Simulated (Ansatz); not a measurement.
Crystal: PbF2 (Fluorocronite).

```xyz
3
Lattice="0.0000 2.9637 2.9637 2.9637 0.0000 2.9637 2.9637 2.9637 0.0000" Properties=species:S:1:pos:R:3 pbc="T T T"
Pb    0.0000    0.0000    0.0000
F     4.4455    4.4455    4.4455
F     1.4818    1.4818    1.4818
```

Base run:

```yaml
Program: Ansatz 0.2.0
Functional: PBE0
Potentials_or_basis: Ansatz PAW
Cutoff: 420 eV
Density_cutoff: 1680 eV
k_mesh: 6 × 6 × 6
Occupations: fermi-dirac, width 0.05 eV
Spin: no spin polarisation
```

Its results: band gap on the k mesh 6.49 eV, indirect (least direct gap 6.59 eV).

**Question.** The run is repeated on the same cell with these changes: functional from PBE0 to HSE06. What comes out?

**Answer.** Band gap on the k mesh 5.76 eV, indirect (least direct gap 5.86 eV).

Caveats: spin-orbit coupling is left out, which as a rule narrows the gap of such compounds by several tenths of an eV.

A k mesh can miss the band edges.

Not every run made on this cell is shown here.
